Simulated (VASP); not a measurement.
Crystal: BN.

```
N B
1.0
     0.00000    1.81300    1.81300
     1.81300    0.00000    1.81300
     1.81300    1.81300    0.00000
N B
1 1
Cartesian
  0.9065 0.9065 0.9065
  0.0000 0.0000 0.0000
```

The cell is a database's computed one.

Program: VASP 6.6.1. Alike in all runs: no spin polarisation; cell as given.

Order these runs on this cell by their band gap on the k mesh, lowest first.
A. level RPBE; potentials or basis VASP PAW PBE potentials, release 64 (N, B); k mesh 13 × 13 × 13; cutoff (eV) 520; smearing gaussian 0.1 eV; mesh quality not flagged
B. level r2SCAN0+D3(BJ); potentials or basis VASP PAW PBE potentials, release 64 (N_GW, B_GW); k mesh 7 × 7 × 7; cutoff (eV) 550; smearing fermi-dirac 0.02 eV; grid for exact exchange (PRECFOCK) Fast; exchange at q = 0 truncated; mesh quality coarse
C. level PBE0+D3; potentials or basis VASP PAW PBE potentials, release 64 (N, B); k mesh 7 × 7 × 7; cutoff (eV) 520; smearing gaussian 0.1 eV; grid for exact exchange (PRECFOCK) Fast; exchange at q = 0 truncated; mesh quality coarse

A (4.55 eV), C (6.80 eV), B (7.13 eV).

Caveats: some runs use coarse meshes; an odd mesh through Γ misses points on the zone boundary, where band edges often lie.

Runs at the PBE level aren't shown here.
